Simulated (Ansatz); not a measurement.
Input for Ansatz (plane-wave DFT, PAW):

```yaml
crystal:
  lattice:
    - [3.9557417227, 0.0, 0.0]
    - [0.0, 3.9557417227, 0.0]
    - [0.0, 0.0, 23.2065691899]
  atoms:
    - { symbol: Ba, position: [0.0, 0.0, 0.3231843509] }
    - { symbol: O, position: [0.5, 0.5, 0.3283520885] }
    - { symbol: Ti, position: [0.5, 0.5, 0.4076574562] }
    - { symbol: O, position: [0.5, 0.0, 0.4136095202] }
    - { symbol: O, position: [0.0, 0.5, 0.4136095202] }
    - { symbol: Ba, position: [0.0, 0.0, 0.4974161312] }
    - { symbol: O, position: [0.5, 0.5, 0.5025838688] }
    - { symbol: Ti, position: [0.5, 0.5, 0.5818892365] }
    - { symbol: O, position: [0.5, 0.0, 0.5878413005] }
    - { symbol: O, position: [0.0, 0.5, 0.5878413005] }
    - { symbol: Ba, position: [0.0, 0.0, 0.6716479115] }
    - { symbol: O, position: [0.5, 0.5, 0.6768156491] }
basis:
  ecutwfc: 420
kpoints:
  mp_grid: { grid: [7, 7, 1] }
hamiltonian:
  xc: pbesol
scf:
  occupations: { method: gaussian, width: 0.05 }
output:
  forces: true
  stress: true
  eigenvalues: true
efield:
  axis: 1
  dipole_correction: true
  ramp_width: 0.04
```

Launched with
```bash
ansatz run input.yaml --threads 1 --pin off --max-ram 2560MiB --backend cpu --events-out ev --progress --plain --runs-dir out
```

All numbers below come from DFT PBEsol, scalar-relativistic, plane waves, PAW (Ansatz).

Part of what the program printed, abridged:

```
Pseudopotentials: kind: paw
Pseudopotential: Ba, paw, valence charge 10, recommended cutoff 420 eV (normal)
Pseudopotential: O, paw, valence charge 6, recommended cutoff 420 eV (normal)
Pseudopotential: Ti, paw, valence charge 12, recommended cutoff 420 eV (normal)
Functional definition: PBEsol
Crystal: 12 atoms, lattice volume = 363.134 Å³
Basis set: ecut = 420 eV, 7157 PW (Γ), exchange–correlation on 54×54×320 points (8 copies of the dense FFT grid, shifted against one another)
Bands: 60, of which v1, the nominal top of the filled ones, is band 48 counted from 1 (47 counted from 0)
Symmetry: 2 space group operations
k-points: 16 of 49 (time reversal used)
Initial density: superposition of atomic densities (neutral atoms: chi_scale 0, normalization atom), corrected by the library's trained network
Initial wavefunctions: pseudopotential atomic-orbital guess
Functional: x = pbesol(κ = 0.804, μ = 0.12345679), c = pbesol(β = 0.046)
SCF iter   1: F=—  HF=-26488.586796 eV  |F-HF|=—  |Δ(HF+E_count)|=         —  Δρ=1.26e-1  dr2=2.98e2  ethr=1.77e-3  p=-6.029 e·Å  D=-3.00e0 V/Å  ΔV_dip=11.88 eV  dr2_dipole=4.96e1  V_vac-E_F(+/−)=0.64/-7.90 eV  ⟨swp⟩=15.5  Hψ=6584  notcnv=0  defer=18
efield: sawtooth ramp at fractional position 0.7300 (placed from the atoms, in the widest stretch of the axis that holds none; the zero of the levels goes with the place), width 0.0400; the density the first Hamiltonian is built on has a dipole p = -6.029 e·Å; the dipole correction subtracts the counter field D = -3.00e0 V/Å, which shifts the + side's vacuum level by +11.88 eV against the − side's; the planar-averaged density in the ramp window peaks in size at 6.1e-1 e/Å³
SCF iter   2: F=—  HF=-26509.298292 eV  |F-HF|=—  |Δ(HF+E_count)|=    2.07e1  Δρ=2.61e-1  dr2=4.48e2  ethr=1.77e-3  p=-1.994 e·Å  D=-9.93e-1 V/Å  ΔV_dip=3.93 eV  dr2_dipole=6.36e1  V_vac-E_F(+/−)=0.05/-1.34 eV  ⟨swp⟩=14.6  Hψ=8224  notcnv=0  defer=93
SCF iter   3: F=—  HF=-26486.837248 eV  |F-HF|=—  |Δ(HF+E_count)|=    2.25e1  Δρ=9.75e-2  dr2=4.72e1  ethr=1.77e-3  p=-2.562 e·Å  D=-1.28e0 V/Å  ΔV_dip=5.05 eV  dr2_dipole=6.18e0  V_vac-E_F(+/−)=1.95/-0.50 eV  ⟨swp⟩=11.6  Hψ=4104  notcnv=0  defer=91
SCF iter   4: F=—  HF=-26480.133822 eV  |F-HF|=—  |Δ(HF+E_count)|=    6.70e0  Δρ=5.34e-2  dr2=9.01e1  ethr=1.77e-3  p=-3.102 e·Å  D=-1.55e0 V/Å  ΔV_dip=6.11 eV  dr2_dipole=6.77e-1  V_vac-E_F(+/−)=1.97/-1.51 eV  ⟨swp⟩=7.9  Hψ=2976  notcnv=0  defer=110
SCF iter   5: F=—  HF=-26477.693694 eV  |F-HF|=—  |Δ(HF+E_count)|=    2.44e0  Δρ=2.84e-2  dr2=1.23e1  ethr=1.77e-3  p=-3.352 e·Å  D=-1.67e0 V/Å  ΔV_dip=6.61 eV  dr2_dipole=3.25e-1  V_vac-E_F(+/−)=1.67/-2.24 eV  ⟨swp⟩=8.3  Hψ=2603  notcnv=0  defer=74
SCF iter   6: F=—  HF=-26475.833497 eV  |F-HF|=—  |Δ(HF+E_count)|=    1.86e0  Δρ=1.50e-2  dr2=5.84e0  ethr=1.77e-3  p=-3.557 e·Å  D=-1.77e0 V/Å  ΔV_dip=7.01 eV  dr2_dipole=5.09e-3  V_vac-E_F(+/−)=1.27/-3.06 eV  ⟨swp⟩=7.9  Hψ=2566  notcnv=0  defer=79
SCF iter   7: F=—  HF=-26475.202271 eV  |F-HF|=—  |Δ(HF+E_count)|=   6.31e-1  Δρ=1.38e-2  dr2=3.31e0  ethr=1.77e-3  p=-3.668 e·Å  D=-1.83e0 V/Å  ΔV_dip=7.23 eV  dr2_dipole=3.64e-2  V_vac-E_F(+/−)=0.55/-4.02 eV  ⟨swp⟩=8.5  Hψ=3010  notcnv=0  defer=80
SCF iter   8: F=—  HF=-26474.822701 eV  |F-HF|=—  |Δ(HF+E_count)|=   3.80e-1  Δρ=1.61e-2  dr2=4.47e0  ethr=1.77e-3  p=-3.660 e·Å  D=-1.82e0 V/Å  ΔV_dip=7.22 eV  dr2_dipole=2.21e-1  V_vac-E_F(+/−)=-0.18/-4.76 eV  ⟨swp⟩=5.2  Hψ=2177  notcnv=0  defer=122
SCF iter   9: F=—  HF=-26474.777508 eV  |F-HF|=—  |Δ(HF+E_count)|=   4.52e-2  Δρ=7.91e-3  dr2=1.42e0  ethr=1.77e-3  p=-3.613 e·Å  D=-1.80e0 V/Å  ΔV_dip=7.12 eV  dr2_dipole=8.54e-3  V_vac-E_F(+/−)=0.23/-4.26 eV  ⟨swp⟩=6.2  Hψ=2076  notcnv=0  defer=74
SCF iter  10: F=—  HF=-26474.719154 eV  |F-HF|=—  |Δ(HF+E_count)|=   5.84e-2  Δρ=7.49e-3  dr2=1.20e0  ethr=1.48e-3  p=-3.538 e·Å  D=-1.76e0 V/Å  ΔV_dip=6.97 eV  dr2_dipole=7.44e-7  V_vac-E_F(+/−)=0.12/-4.25 eV  ⟨swp⟩=2.8  Hψ=1273  notcnv=0  defer=104
SCF iter  11: F=—  HF=-26474.629843 eV  |F-HF|=—  |Δ(HF+E_count)|=   8.93e-2  Δρ=5.04e-3  dr2=6.81e-1  ethr=1.25e-3  p=-3.501 e·Å  D=-1.74e0 V/Å  ΔV_dip=6.90 eV  dr2_dipole=5.03e-3  V_vac-E_F(+/−)=0.10/-4.20 eV  ⟨swp⟩=3.9  Hψ=1283  notcnv=0  defer=106
SCF iter  12: F=—  HF=-26474.605701 eV  |F-HF|=—  |Δ(HF+E_count)|=   2.41e-2  Δρ=2.06e-3  dr2=8.10e-2  ethr=7.09e-4  p=-3.502 e·Å  D=-1.75e0 V/Å  ΔV_dip=6.90 eV  dr2_dipole=5.63e-4  V_vac-E_F(+/−)=0.02/-4.29 eV  ⟨swp⟩=2.8  Hψ=1145  notcnv=0  defer=103
SCF iter  13: F=—  HF=-26474.603314 eV  |F-HF|=—  |Δ(HF+E_count)|=   2.39e-3  Δρ=6.70e-4  dr2=1.01e-2  ethr=8.43e-5  p=-3.499 e·Å  D=-1.74e0 V/Å  ΔV_dip=6.90 eV  dr2_dipole=8.80e-5  V_vac-E_F(+/−)=0.01/-4.29 eV  ⟨swp⟩=3.9  Hψ=1298  notcnv=0  defer=100
SCF iter  14: F=—  HF=-26474.604963 eV  |F-HF|=—  |Δ(HF+E_count)|=   1.65e-3  Δρ=1.93e-3  dr2=1.07e-1  ethr=1.06e-5  p=-3.498 e·Å  D=-1.74e0 V/Å  ΔV_dip=6.89 eV  dr2_dipole=1.44e-3  V_vac-E_F(+/−)=0.02/-4.28 eV  ⟨swp⟩=2.1  Hψ=1019  notcnv=0  defer=98  recentre
SCF iter  15: F=—  HF=-26474.605372 eV  |F-HF|=—  |Δ(HF+E_count)|=   4.10e-4  Δρ=1.92e-3  dr2=9.61e-2  ethr=1.06e-5  p=-3.501 e·Å  D=-1.74e0 V/Å  ΔV_dip=6.90 eV  dr2_dipole=1.40e-3  V_vac-E_F(+/−)=-0.01/-4.31 eV  ⟨swp⟩=2.7  Hψ=1088  notcnv=0  defer=100
SCF iter  16: F=—  HF=-26474.603050 eV  |F-HF|=—  |Δ(HF+E_count)|=   2.32e-3  Δρ=4.73e-4  dr2=4.19e-3  ethr=1.06e-5  p=-3.499 e·Å  D=-1.74e0 V/Å  ΔV_dip=6.90 eV  dr2_dipole=4.02e-5  V_vac-E_F(+/−)=0.01/-4.29 eV  ⟨swp⟩=1.5  Hψ=931  notcnv=0  defer=97
SCF iter  17: F=—  HF=-26474.602985 eV  |F-HF|=—  |Δ(HF+E_count)|=   6.41e-5  Δρ=8.64e-5  dr2=6.34e-5  ethr=4.36e-6  p=-3.500 e·Å  D=-1.74e0 V/Å  ΔV_dip=6.90 eV  dr2_dipole=6.59e-7  V_vac-E_F(+/−)=0.01/-4.29 eV  ⟨swp⟩=1.4  Hψ=881  notcnv=0  defer=97
SCF iter  18: F=—  HF=-26474.602785 eV  |F-HF|=—  |Δ(HF+E_count)|=   2.00e-4  Δρ=1.41e-4  dr2=5.76e-4  ethr=6.60e-8  p=-3.500 e·Å  D=-1.74e0 V/Å  ΔV_dip=6.90 eV  dr2_dipole=8.68e-6  V_vac-E_F(+/−)=0.01/-4.29 eV  ⟨swp⟩=2.4  Hψ=1666  notcnv=0  defer=97
SCF iter  19: F=—  HF=-26474.602783 eV  |F-HF|=—  |Δ(HF+E_count)|=   2.88e-6  Δρ=4.84e-5  dr2=4.94e-5  ethr=6.60e-8  p=-3.501 e·Å  D=-1.74e0 V/Å  ΔV_dip=6.90 eV  dr2_dipole=6.03e-7  V_vac-E_F(+/−)=0.01/-4.29 eV  ⟨swp⟩=2.1  Hψ=950  notcnv=0  defer=97
SCF iter  20: F=—  HF=-26474.602785 eV  |F-HF|=—  |Δ(HF+E_count)|=   1.94e-6  Δρ=1.17e-5  dr2=2.11e-6  ethr=5.14e-8  p=-3.501 e·Å  D=-1.74e0 V/Å  ΔV_dip=6.90 eV  dr2_dipole=1.43e-8  V_vac-E_F(+/−)=0.02/-4.28 eV  ⟨swp⟩=1.2  Hψ=869  notcnv=0  defer=97
SCF iter  21: F=—  HF=-26474.602786 eV  |F-HF|=—  |Δ(HF+E_count)|=   1.14e-6  Δρ=1.67e-5  dr2=4.66e-6  ethr=2.20e-9  p=-3.501 e·Å  D=-1.74e0 V/Å  ΔV_dip=6.90 eV  dr2_dipole=8.18e-8  V_vac-E_F(+/−)=0.02/-4.28 eV  ⟨swp⟩=2.3  Hψ=1324  notcnv=0  defer=97
SCF iter  22: F=—  HF=-26474.602786 eV  |F-HF|=—  |Δ(HF+E_count)|=   3.86e-7  Δρ=1.09e-5  dr2=1.72e-6  ethr=2.20e-9  p=-3.501 e·Å  D=-1.74e0 V/Å  ΔV_dip=6.90 eV  dr2_dipole=1.38e-8  V_vac-E_F(+/−)=0.02/-4.28 eV  ⟨swp⟩=2.2  Hψ=1069  notcnv=0  defer=97
SCF iter  23: F=-26474.602786 eV  HF=-26474.602786 eV  |F-HF|=7.33e-8  |Δ(HF+E_count)|=   6.42e-8  Δρ=3.27e-6  dr2=7.27e-8  ethr=1.04e-10  p=-3.501 e·Å  D=-1.74e0 V/Å  ΔV_dip=6.90 eV  dr2_dipole=4.35e-10  V_vac-E_F(+/−)=0.02/-4.28 eV  ⟨swp⟩=22.8  Hψ=7488  notcnv=0
WARN: efield: at this solve's end the planar-averaged density reaches 6.03e-1 e/Å³ inside the ramp window [0.4772, 0.0228] (bound 1e-5 e/Å³); the window's nearer edge stands 0.00 Å from this solve's nearest atom along the axis. Its work functions, free energy, forces, stress, dipole, levels and responses can be off, and this figure does not tell by how much. The cell may have no vacuum along `efield.axis`. A short vacuum, a low `basis.ecutwfc` or `basis.ecutrho_ratio` and negative occupations (`scf.occupations.method`) can put density there. See the manual's quickstart, § The vacuum guard
SCF 1 converged in 23 iterations: F = -26474.602786 eV  dr2 = 7.27e-8
SCF converged after 23 iterations
Free energy (F): -26474.602786 eV
Harris-Foulkes:  -26474.602786 eV  (|F-HF|=7.33e-8)
Internal energy: -26474.598419 eV  (E = F + TS)
E sigma→0 (E₀):  -26474.600603 eV
Entropy (-TS):   -0.004367 eV (-0.364 meV/atom)
Fermi energy:    3.871930 eV
Dipole field:    D = -1.744393 V/Å  (p = -3.500656 e·Å, saw-weighted, corrected)
Work function:   Φ+ = 0.0163 eV (in doubt: plateau slope 9.3e0 eV/Å)   Φ− = -4.2840 eV (in doubt: plateau slope 4.4e0 eV/Å)
Levels:          The Fermi level and band energies are counted from a zero that moves with the ramp; work functions are not
Vacuum region:   at the solve's end the planar-averaged density reaches 6.03e-1 e/Å³ inside the ramp window [0.4772, 0.0228] (bound 1e-5 e/Å³)
--- Per-component energies (eV) ---
  E_band       = -1042.000451
  E_kinetic    = 2275.831371
  E_local      = -75673.530828  (includes V_loc(G=0)·N_el)
  E_nonlocal   = 519.376323
  E_hartree    = 36906.539375
  E_xc         = -1212.706498
  E_vxc        = -1315.512315  (∫ρ·V_xc dr)
  E_paw        = -18523.891066  (= ΣΔE_a)
  E_vpaw       = -688.116537  (= ΣTr[D̂ρ^β])
  E_aug_tail   = 0.017058  (compensation charges beyond the density's cutoff)
  E_efield     = 3.053260  (sawtooth field / dipole correction)
  E_vefield    = 26.807626  (∫n·V_field dr)
  E_ewald      = 29229.732501
  E_core_change = 0.980083  (= ΣΔE_core)
  E_smearing   = -0.004367  (= −TS)
--- Forces (eV/Å), atoms counted from 1 ---
  atom   1  Ba    13.23700023     0.00000000     0.90096640
  atom   2  O      2.01192117     0.00000000    -0.66102310
  atom   3  Ti     7.64193786     0.00000000     1.40633681
  atom   4  O      1.89567061     0.00000000    -0.82315910
  atom   5  O      1.31580404     0.00000000    -0.84114136
  atom   6  Ba    13.28069309     0.00000000     0.93734152
  atom   7  O      1.87915769     0.00000000    -1.85071342
  atom   8  Ti     7.65866558     0.00000000     3.08616300
  atom   9  O      1.90230225     0.00000000    -0.54744659
  atom  10  O      1.31212720     0.00000000    -0.63274176
  atom  11  Ba    13.24022839     0.00000000    -0.02297674
  atom  12  O      2.19326655     0.00000000    -0.95152141
--- Stress (GPa, compression-positive) ---
        2.924724       0.000000      -0.132396
        0.000000      -0.214675       0.000000
       -0.132396       0.000000       0.704652
  P = ⅓ Tr σ = 1.1382 GPa (11.382 kbar)
--- Band table (eV; the first three rows and the last of 16) ---
  k-point 0: bands = ["-54.0523", "-52.7260", "-30.4261", "-30.3913", "-30.3913", "-29.0966", "-29.0642", "-29.0596", "-25.4349", "-23.2346", "-22.8350", "-15.8737", "-14.5109", "-14.3377", "-13.9216", "-13.1351", "-12.9273", "-10.9331", "-10.6118", "-10.3999", "-10.1140", "-8.3782", "-8.3451", "-8.1048", "-8.0195", "-7.7685", "-7.5055", "-1.3648", "-1.2945", "-1.1406", "-0.5966", "-0.0137", "0.1053", "0.1069", "0.2034", "0.3499", "0.4221", "0.7564", "0.8022", "0.9743", "1.4502", "1.6340", "1.7128", "2.2419", "2.2588", "3.3312", "3.6548", "3.7156", "3.8364", "3.9372", "4.6363", "4.9165", "4.9682", "5.2883", "5.9942", "6.0594", "6.3259", "6.4651", "6.5193", "6.6271"]
  k-point 1: bands = ["-54.0521", "-52.7258", "-30.4253", "-30.4029", "-30.3908", "-29.0959", "-29.0756", "-29.0591", "-25.4197", "-23.2146", "-22.8190", "-15.8608", "-14.5014", "-14.2716", "-13.9970", "-13.1686", "-12.8825", "-11.0331", "-10.6258", "-10.3638", "-10.0855", "-8.3804", "-8.3332", "-8.0771", "-8.0476", "-7.7099", "-7.4763", "-1.4037", "-1.3288", "-1.1269", "-0.6208", "-0.3031", "-0.0260", "0.0050", "0.0565", "0.2509", "0.3599", "0.5320", "0.5609", "1.0230", "1.2661", "1.3212", "1.6103", "1.9711", "2.1798", "3.2543", "3.4712", "3.7020", "3.8762", "4.3390", "4.8387", "4.9332", "5.2197", "5.6883", "6.1806", "6.2665", "6.4820", "6.4955", "6.6358", "6.8461"]
  k-point 2: bands = ["-54.0516", "-52.7254", "-30.4288", "-30.4236", "-30.3897", "-29.1013", "-29.0942", "-29.0580", "-25.3853", "-23.1689", "-22.7827", "-15.8487", "-14.4885", "-14.1997", "-14.0675", "-13.2707", "-12.7299", "-11.2400", "-10.6274", "-10.3102", "-10.0236", "-8.3807", "-8.3235", "-8.1023", "-7.9882", "-7.6020", "-7.4131", "-1.6117", "-1.2814", "-1.2189", "-0.9459", "-0.6557", "-0.4051", "-0.3670", "-0.1830", "-0.1169", "0.2312", "0.2709", "0.4837", "0.6594", "0.8949", "0.9802", "1.3507", "1.4505", "2.1576", "3.0669", "3.1421", "3.5854", "4.3182", "4.9500", "5.1329", "5.2782", "5.9617", "6.4457", "6.5380", "6.6712", "6.7020", "6.7801", "6.9265", "7.0963"]
  k-point 15: bands = ["-54.0501", "-52.7239", "-30.4596", "-30.4449", "-30.4183", "-29.1270", "-29.1174", "-29.0894", "-25.3065", "-23.0678", "-22.6981", "-15.2160", "-14.0984", "-13.8972", "-13.8414", "-13.2131", "-12.5753", "-11.0412", "-10.9739", "-10.7422", "-10.4891", "-8.9138", "-8.7944", "-8.4394", "-8.2395", "-8.1768", "-7.7891", "-3.0633", "-2.1908", "-1.8355", "-1.6851", "-1.6008", "-0.7034", "-0.6758", "-0.5797", "-0.4712", "-0.1838", "0.4706", "0.6592", "0.8540", "1.2578", "1.4282", "1.9842", "2.4409", "2.7626", "3.0755", "3.6624", "3.9015", "5.0824", "5.9022", "6.0405", "6.0625", "6.4324", "6.7434", "7.3127", "7.3774", "7.4811", "7.5316", "7.7890", "8.0687"]
```

The run converged.

Time: 2.7 min on 1 thread of Intel(R) Xeon(R) Processor @ 2.50GHz (Skylake/Cascade Lake), on a shared host, peak memory 0.67 GiB.

 Spin polarisation was left out, and a magnetic state may lie lower.